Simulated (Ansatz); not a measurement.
# InAs: a two-dimensional strain map, part 2 of 2

This session takes InAs and sets out to map the energy over biaxial and axial strain.

Ansatz 0.2.0; DFT r2SCAN, scalar-relativistic, plane waves, PAW. Earlier steps stand in the parts before.

## Step 14: Point p = -0.025, q = -0.050

The COD entry's cell or inner coordinates are ideal or old and differ from later refinements, so a difference from it is no clean test against experiment.

Contents of input.yaml:

```yaml
crystal:
  lattice:
    - [0.0, 2.9484, 2.8728]
    - [2.9484, 0.0, 2.8728]
    - [2.9484, 2.9484, 0.0]
  atoms:
    - { symbol: In, position: [0.0, 0.0, 0.0] }
    - { symbol: As, position: [0.75, 0.75, 0.75] }
basis:
  ecutwfc: 500
kpoints:
  mp_grid: { grid: [10, 10, 10] }
hamiltonian:
  xc: r2scan
scf:
  occupations: { method: gaussian, width: 0.03 }
output:
  forces: true
  stress: true
  eigenvalues: true
  write_density: true
  write_potential: true
  elf: true
  volumetric_format: npy
```

On the command line:

```
$ ansatz run input.yaml --threads 1 --pin off --max-ram 2560MiB --backend cpu --events-out ev --progress --plain --runs-dir out
```

Log, cut to the lines that bear on the results:

```text
Warning: RAYON_NUM_THREADS=1 ignored (pool sized by the plan → 1); use --threads N
[...]
Pseudopotentials: kind: paw
Pseudopotential: In, paw, valence charge 13, recommended cutoff 500 eV (meta_gga), In.paw.azcp
Pseudopotential: As, paw, valence charge 15, recommended cutoff 500 eV (meta_gga), As.paw.azcp
Functional definition: r2SCAN
[...]
Crystal: 2 atoms, lattice volume = 49.947 Å³
Basis set: ecut = 500 eV, 1259 PW (Γ), exchange–correlation on 128×128×128 points (64 copies of the dense FFT grid, shifted against one another)
Bands: 18, of which v1, the nominal top of the filled ones, is band 14 counted from 1 (13 counted from 0)
Symmetry: 8 space group operations
Space group: I-4m2 (ITA 119), of the structure as read, at distance tolerance 3.7e-5 Å
k-points: 102 of 1000 (time reversal used)
[...]
SCF iter   1: F=—  HF=-10476.963069 eV  |F-HF|=—  |Δ(HF+E_count)|=         —  Δρ=6.21e-3  dr2=1.09e-2  dr2_τ=1.23e-2  ethr=1.77e-3  ⟨swp⟩=6.0  Hψ=9273  notcnv=0
[...]
SCF iter   6: F=-10476.975958 eV  HF=-10476.975958 eV  |F-HF|=7.44e-9  |Δ(HF+E_count)|=   1.79e-7  Δρ=5.01e-6  dr2=6.56e-9  dr2_τ=3.50e-10  ethr=3.57e-10  ⟨swp⟩=6.8  Hψ=11781  notcnv=0
[...]
SCF converged after 6 iterations
Free energy (F): -10476.975958 eV
[...]
E sigma→0 (E₀):  -10476.975958 eV
Fermi energy:    9.508804 eV
[...]
--- Forces (eV/Å), atoms counted from 1 ---
  atom   1  In    -0.00000000    -0.00000000     0.00000000
  atom   2  As     0.00000000     0.00000000    -0.00000000
[...]
--- Stress (GPa, compression-positive) ---
       10.057843       0.000000       0.000000
        0.000000      10.057843       0.000000
        0.000000       0.000000      10.819119
  P = ⅓ Tr σ = 10.3116 GPa (103.116 kbar)
--- Band table (eV; the first three rows and the last of 102) ---
  k-point 0: bands = ["-26.6831", "-26.6790", "-26.6790", "-26.6690", "-26.6643", "-6.0773", "-6.0773", "-6.0675", "-5.8846", "-5.8831", "-3.9661", "9.0164", "9.0164", "9.1505", "9.8671", "13.3514", "13.4015", "13.4015"]
[...]
```

Run time: 47 s. Hardware: 1 thread of Intel Xeon at 2.50GHz (Skylake/Cascade Lake), shared host; peak memory 0.58 GiB.

Axes a, b and c in the maps are those of this run's conventional cell (a, b, c = 4.170, 4.170, 5.746 Å).

Density in a lattice plane of the grid's cell (edges 4.17 and 5.75 Å, at 0.000 of the third edge), which holds In and As.

Values in e/Å³, 12 rows by 8 columns:
```
 5.49  2.09  0.28  0.08  0.05  0.08  0.28  2.09
 0.57  0.32  0.11  0.04  0.02  0.04  0.11  0.32
 0.13  0.10  0.05  0.02  0.02  0.02  0.05  0.10
 0.05  0.04  0.03  0.02  0.02  0.02  0.03  0.04
 0.02  0.02  0.03  0.04  0.05  0.04  0.03  0.02
 0.02  0.02  0.06  0.12  0.16  0.12  0.06  0.02
 0.02  0.04  0.14  0.37  0.58  0.37  0.14  0.04
 0.05  0.09  0.30  1.66  7.03  1.66  0.30  0.09
 0.13  0.18  0.48  5.66 30.53  5.66  0.48  0.18
 0.56  0.41  0.51  1.76  6.92  1.76  0.51  0.41
 5.49  2.10  0.48  0.48  0.58  0.48  0.48  2.10
13.12  4.68  0.48  0.19  0.16  0.19  0.48  4.68
```
Columns run along the first of these edges and rows up along the second, over one cell in 8 and 12 even steps from the bottom left corner. Atoms in the plane (fractional): In at (0.00, 0.00), As at (0.50, 0.25).

ELF in the same plane.

Values, 12 rows by 8 columns:
```
0.06 0.21 0.23 0.19 0.16 0.19 0.23 0.21
0.24 0.22 0.19 0.07 0.02 0.07 0.19 0.22
0.19 0.17 0.09 0.02 0.01 0.02 0.09 0.17
0.07 0.06 0.03 0.02 0.02 0.02 0.03 0.06
0.02 0.02 0.03 0.10 0.16 0.10 0.03 0.02
0.01 0.02 0.16 0.45 0.56 0.45 0.16 0.02
0.02 0.11 0.46 0.64 0.66 0.64 0.46 0.11
0.07 0.30 0.60 0.56 0.33 0.56 0.60 0.30
0.19 0.42 0.69 0.40 0.23 0.40 0.69 0.42
0.24 0.23 0.69 0.62 0.32 0.62 0.69 0.23
0.06 0.18 0.36 0.72 0.66 0.72 0.36 0.18
0.00 0.08 0.23 0.49 0.56 0.49 0.23 0.08
```
Columns run along the first of these edges and rows up along the second, over one cell in 8 and 12 even steps from the bottom left corner. Atoms in the plane (fractional): In at (0.00, 0.00), As at (0.50, 0.25).

Both are smooth fields of the valence electrons: close to the nuclei they are not physical.

The highest ELF values outside the cores: 0.75 on the As–In line, 1.1 Å from As.

## Step 15: At p = -0.025, q = 0.000

Edit input.yaml of step 14 so:

```diff
@@ -2,4 +2,4 @@
   lattice:
-    - [0.0, 2.9484, 2.8728]
-    - [2.9484, 0.0, 2.8728]
+    - [0.0, 2.9484, 3.024]
+    - [2.9484, 0.0, 3.024]
     - [2.9484, 2.9484, 0.0]
@@ -20,5 +20 @@
   eigenvalues: true
-  write_density: true
-  write_potential: true
-  elf: true
-  volumetric_format: npy
```

On the command line:

```
$ ansatz run input.yaml --threads 1 --pin off --max-ram 2560MiB --backend cpu --events-out ev --progress --plain --runs-dir out
```

Log, cut to the lines that bear on the results:

```text
[...]
SCF converged after 6 iterations
Free energy (F): -10477.104643 eV
[...]
E sigma→0 (E₀):  -10477.104643 eV
Fermi energy:    8.593405 eV
[...]
--- Forces (eV/Å), atoms counted from 1 ---
  atom   1  In     0.00000000    -0.00000000     0.00000000
  atom   2  As    -0.00000000    -0.00000000     0.00000000
[...]
--- Stress (GPa, compression-positive) ---
        5.908739       0.000000      -0.000000
        0.000000       5.908739      -0.000000
       -0.000000      -0.000000       4.964270
  P = ⅓ Tr σ = 5.5939 GPa (55.939 kbar)
--- Band table (eV; the first three rows and the last of 102) ---
  k-point 0: bands = ["-27.3499", "-27.3499", "-27.3461", "-27.3392", "-27.3346", "-6.6987", "-6.6888", "-6.6888", "-6.5311", "-6.5290", "-4.3339", "8.2160", "8.3538", "8.3538", "8.8317", "12.5987", "12.5987", "12.6518"]
[...]
```

Wall time 40 s (1 thread of Intel Xeon at 2.50GHz (Skylake/Cascade Lake), shared host); peak memory 0.59 GiB.

## Step 16: At p = -0.025, q = 0.050

Edit input.yaml of step 15 so:

```diff
@@ -2,4 +2,4 @@
   lattice:
-    - [0.0, 2.9484, 3.024]
-    - [2.9484, 0.0, 3.024]
+    - [0.0, 2.9484, 3.1752]
+    - [2.9484, 0.0, 3.1752]
     - [2.9484, 2.9484, 0.0]
```

On the command line:

```
$ ansatz run input.yaml --threads 1 --pin off --max-ram 2560MiB --backend cpu --events-out ev --progress --plain --runs-dir out
```

Log, cut to the lines that bear on the results:

```text
[...]
SCF converged after 6 iterations
Free energy (F): -10477.142254 eV
[...]
E sigma→0 (E₀):  -10477.142251 eV
Entropy (-TS):   -0.000006 eV (-0.003 meV/atom)
Fermi energy:    7.815611 eV
[...]
--- Forces (eV/Å), atoms counted from 1 ---
  atom   1  In     0.00000000    -0.00000000     0.00000000
  atom   2  As    -0.00000000    -0.00000000     0.00000000
[...]
--- Stress (GPa, compression-positive) ---
        2.929994       0.000000      -0.000000
       -0.000000       2.929994      -0.000000
       -0.000000      -0.000000      -0.269451
  P = ⅓ Tr σ = 1.8635 GPa (18.635 kbar)
--- Band table (eV; the first three rows and the last of 102) ---
  k-point 0: bands = ["-27.9572", "-27.9572", "-27.9502", "-27.9464", "-27.9371", "-7.2838", "-7.2546", "-7.2546", "-7.1334", "-7.1249", "-4.6570", "7.3492", "7.7689", "7.7689", "7.8563", "11.8908", "11.8908", "12.0560"]
[...]
```

Wall time 37 s (1 thread of Intel Xeon at 2.50GHz (Skylake/Cascade Lake), shared host); peak memory 0.58 GiB.

## Step 17: p = 0.000, q = -0.025

Edit input.yaml of step 16 so:

```diff
@@ -2,5 +2,5 @@
   lattice:
-    - [0.0, 2.9484, 3.1752]
-    - [2.9484, 0.0, 3.1752]
-    - [2.9484, 2.9484, 0.0]
+    - [0.0, 3.024, 2.9484]
+    - [3.024, 0.0, 2.9484]
+    - [3.024, 3.024, 0.0]
   atoms:
@@ -20 +20,5 @@
   eigenvalues: true
+  write_density: true
+  write_potential: true
+  elf: true
+  volumetric_format: npy
```

On the command line:

```
$ ansatz run input.yaml --threads 1 --pin off --max-ram 2560MiB --backend cpu --events-out ev --progress --plain --runs-dir out
```

Log, cut to the lines that bear on the results:

```text
Warning: RAYON_NUM_THREADS=1 ignored (pool sized by the plan → 1); use --threads N
[...]
[... 4 set-up lines as earlier in the session ...]
[...]
Crystal: 2 atoms, lattice volume = 53.924 Å³
Basis set: ecut = 500 eV, 1395 PW (Γ), exchange–correlation on 128×128×128 points (64 copies of the dense FFT grid, shifted against one another)
Bands: 18, of which v1, the nominal top of the filled ones, is band 14 counted from 1 (13 counted from 0)
[... 1 set-up line as earlier in the session ...]
Space group: I-4m2 (ITA 119), of the structure as read, at distance tolerance 3.8e-5 Å
k-points: 102 of 1000 (time reversal used)
[...]
SCF iter   1: F=—  HF=-10477.134617 eV  |F-HF|=—  |Δ(HF+E_count)|=         —  Δρ=6.06e-3  dr2=1.12e-2  dr2_τ=9.25e-3  ethr=1.77e-3  ⟨swp⟩=6.0  Hψ=9096  notcnv=0
[...]
SCF iter   6: F=-10477.143399 eV  HF=-10477.143399 eV  |F-HF|=7.75e-9  |Δ(HF+E_count)|=   3.01e-7  Δρ=4.81e-6  dr2=1.04e-8  dr2_τ=3.87e-10  ethr=3.57e-10  ⟨swp⟩=6.8  Hψ=11751  notcnv=0
[...]
SCF converged after 6 iterations
Free energy (F): -10477.143399 eV
[...]
E sigma→0 (E₀):  -10477.143399 eV
Fermi energy:    8.185822 eV
[...]
--- Forces (eV/Å), atoms counted from 1 ---
  atom   1  In     0.00000000     0.00000000     0.00000000
  atom   2  As    -0.00000000    -0.00000000    -0.00000000
[...]
--- Stress (GPa, compression-positive) ---
        3.326179       0.000000      -0.000000
        0.000000       3.326179      -0.000000
       -0.000000      -0.000000       4.187368
  P = ⅓ Tr σ = 3.6132 GPa (36.132 kbar)
--- Band table (eV; the first three rows and the last of 102) ---
  k-point 0: bands = ["-27.6713", "-27.6678", "-27.6678", "-27.6601", "-27.6561", "-6.9932", "-6.9932", "-6.9840", "-6.8424", "-6.8389", "-4.5101", "7.9108", "7.9108", "8.0350", "8.3366", "12.2147", "12.2681", "12.2681"]
[...]
```

Run time: 46 s. Hardware: 1 thread of Intel Xeon at 2.50GHz (Skylake/Cascade Lake), shared host; peak memory 0.57 GiB.

The maps below are laid out on this run's own conventional cell (a, b, c = 4.277, 4.277, 5.897 Å).

Density in a lattice plane of the grid's cell (edges 4.28 and 5.90 Å, at 0.000 of the third edge), which holds In and As.

Values in e/Å³, 12 rows by 8 columns:
```
 5.26  1.93  0.24  0.07  0.05  0.07  0.24  1.93
 0.50  0.29  0.09  0.03  0.02  0.03  0.09  0.29
 0.11  0.08  0.04  0.02  0.01  0.02  0.04  0.08
 0.04  0.03  0.02  0.02  0.02  0.02  0.02  0.03
 0.02  0.02  0.03  0.04  0.05  0.04  0.03  0.02
 0.01  0.02  0.05  0.10  0.14  0.10  0.05  0.02
 0.02  0.04  0.12  0.33  0.53  0.33  0.12  0.04
 0.04  0.08  0.27  1.48  6.45  1.48  0.27  0.08
 0.11  0.16  0.44  5.25 29.78  5.25  0.44  0.16
 0.50  0.37  0.47  1.58  6.45  1.58  0.47  0.37
 5.26  1.93  0.43  0.43  0.53  0.43  0.43  1.93
13.12  4.46  0.42  0.16  0.14  0.16  0.42  4.46
```
Columns run along the first of these edges and rows up along the second, over one cell in 8 and 12 even steps from the bottom left corner. Atoms in the plane (fractional): In at (0.00, 0.00), As at (0.50, 0.25).

ELF in the same plane.

Ten even steps from '0' (0.00) to '9' (0.74):
```
001332333333323310
123332211111223332
333322100000122333
222221000000012222
222110000000001122
111000000000000011
000000000000000000
000000001110000000
000000123332100000
000012466766421000
000135788888753100
001357888888875310
012578876667887521
124688753235788642
234799742324799743
223699863236899632
333379987678997333
122237999899973222
001224799899742210
000233567776533200
```
Columns run along the first of these edges and rows up along the second, over one cell in 18 and 20 even steps from the bottom left corner. Atoms in the plane (fractional): In at (0.00, 0.00), As at (0.50, 0.25).

Both are smooth fields of the valence electrons: close to the nuclei they are not physical.

The highest ELF values outside the cores: 0.76 on the As–In line, 1.1 Å from As.

## Step 18: Point p = 0.000, q = 0.025

Edit input.yaml of step 17 so:

```diff
@@ -2,4 +2,4 @@
   lattice:
-    - [0.0, 3.024, 2.9484]
-    - [3.024, 0.0, 2.9484]
+    - [0.0, 3.024, 3.0996]
+    - [3.024, 0.0, 3.0996]
     - [3.024, 3.024, 0.0]
```

On the command line:

```
$ ansatz run input.yaml --threads 1 --pin off --max-ram 2560MiB --backend cpu --events-out ev --progress --plain --runs-dir out
```

Log, cut to the lines that bear on the results:

```text
[...]
SCF converged after 6 iterations
Free energy (F): -10477.175773 eV
[...]
E sigma→0 (E₀):  -10477.175766 eV
Entropy (-TS):   -0.000014 eV (-0.007 meV/atom)
Fermi energy:    7.358843 eV
[...]
--- Forces (eV/Å), atoms counted from 1 ---
  atom   1  In    -0.00000000     0.00000000    -0.00000000
  atom   2  As     0.00000000    -0.00000000    -0.00000000
[...]
--- Stress (GPa, compression-positive) ---
        0.624759       0.000000       0.000000
        0.000000       0.624759       0.000000
       -0.000000       0.000000      -0.350930
  P = ⅓ Tr σ = 0.2995 GPa (2.995 kbar)
--- Band table (eV; the first three rows and the last of 102) ---
  k-point 0: bands = ["-28.2844", "-28.2844", "-28.2812", "-28.2760", "-28.2721", "-7.5708", "-7.5617", "-7.5617", "-7.4397", "-7.4358", "-4.8487", "7.1952", "7.3219", "7.3219", "7.3885", "11.5325", "11.5325", "11.5877"]
[...]
```

It took 56 s on 1 thread of Intel Xeon at 2.50GHz (Skylake/Cascade Lake), shared host; peak memory 0.6 GiB.

The maps below are laid out on this run's own conventional cell (a, b, c = 4.277, 4.277, 6.199 Å).

Density in a lattice plane of the grid's cell (edges 4.28 and 6.20 Å, at 0.000 of the third edge), which holds In and As.

Ten even steps from ' ' (0.01 e/Å³) to '@' (29.58 e/Å³):
```
::::..                      ..::
..                              
                ..              
            ..--++--..          
            ..**@@**..          
            ..--++--..          
                ..              
                                
                                
                                
                                
                                
                                
                                
                                
                                
                                
..                              
::::..                      ..::
==--..                      ..--
```
Columns run along the first of these edges and rows up along the second, over one cell in 16 and 20 even steps from the bottom left corner. Atoms in the plane (fractional): In at (0.00, 0.00), As at (0.50, 0.75).

ELF in the same plane.

Values, 12 rows by 8 columns:
```
0.08 0.20 0.35 0.72 0.66 0.72 0.36 0.20
0.22 0.25 0.71 0.64 0.38 0.64 0.71 0.25
0.18 0.44 0.69 0.41 0.27 0.41 0.69 0.44
0.06 0.27 0.60 0.58 0.38 0.58 0.60 0.27
0.02 0.10 0.43 0.63 0.66 0.63 0.43 0.10
0.01 0.02 0.12 0.36 0.47 0.36 0.12 0.02
0.02 0.01 0.02 0.06 0.10 0.06 0.02 0.01
0.06 0.04 0.02 0.02 0.02 0.02 0.02 0.04
0.18 0.15 0.08 0.02 0.01 0.02 0.08 0.15
0.22 0.21 0.18 0.06 0.02 0.06 0.18 0.21
0.08 0.24 0.22 0.16 0.10 0.16 0.22 0.24
0.00 0.09 0.22 0.42 0.47 0.42 0.22 0.09
```
Columns run along the first of these edges and rows up along the second, over one cell in 8 and 12 even steps from the bottom left corner. Atoms in the plane (fractional): In at (0.00, 0.00), As at (0.50, 0.75).

Both are smooth fields of the valence electrons: close to the nuclei they are not physical.

Outside the cores ELF peaks at 0.76 on the As–In line, 1.1 Å from As.

## Step 19: All points together

Energy above the undisturbed cell in meV/atom; points alike by symmetry are filled in, and a dash was not computed:

| p \ q | -0.050 | -0.025 | 0.000 | 0.025 | 0.050 |
| --- | --- | --- | --- | --- | --- |
| -0.050 | 199.5 | 143.5 | 101.5 | 72.8 | 56.5 |
| -0.025 | 96.7 | – | 32.4 | – | 13.6 |
| 0.000 | 36.3 | 13.0 | 0.0 | -3.2 | 2.7 |
| 0.025 | – | – | – | – | – |
| 0.050 | 16.4 | – | 22.4 | – | 57.3 |

Pressure in GPa:

```
 p \ q  -0.050  -0.025  0.000  0.025  0.050
-0.050    16.2    13.1   10.3    7.8    5.6
-0.025    10.3       –    5.6      –    1.9
 0.000     5.6     3.6    1.9    0.3   -1.0
 0.025       –       –      –      –      –
 0.050    -1.1       –   -3.3      –   -5.1
```

Gap on the mesh in eV:

```
 p \ q  -0.050  -0.025  0.000  0.025  0.050
-0.050    1.09    0.90   0.70   0.49   0.28
-0.025    0.72       –   0.48      –   0.09
 0.000    0.36    0.30   0.25   0.07   0.00
 0.025       –       –      –      –      –
 0.050    0.24       –   0.17      –   0.00
```

Where the gap reads zero, the mesh chosen for the insulator is on the coarse side.

## Step 20: Results

This closing draws on all 2 parts.

| quantity | value |
| --- | --- |
| highest point | 199.5 meV/atom at (p, q) = (-0.050, -0.050) |
| lowest point away from the origin | -3.2 meV/atom at (0.000, 0.025) |

Of the points run, the lowest is (0.000, 0.025), 3.2 meV/atom below the undisturbed cell, which was taken as given and not relaxed at this level. At |p| = |q| = 0.050, points where p and q have the same sign cost 128.4 meV/atom on average, those of opposite sign 36.4: stretching in the plane is cheaper with a contraction along z. The gap on the mesh runs from 0.00 to 1.09 eV over the map.

Spin-orbit coupling is left out, though the cell holds In; it can move the gap.
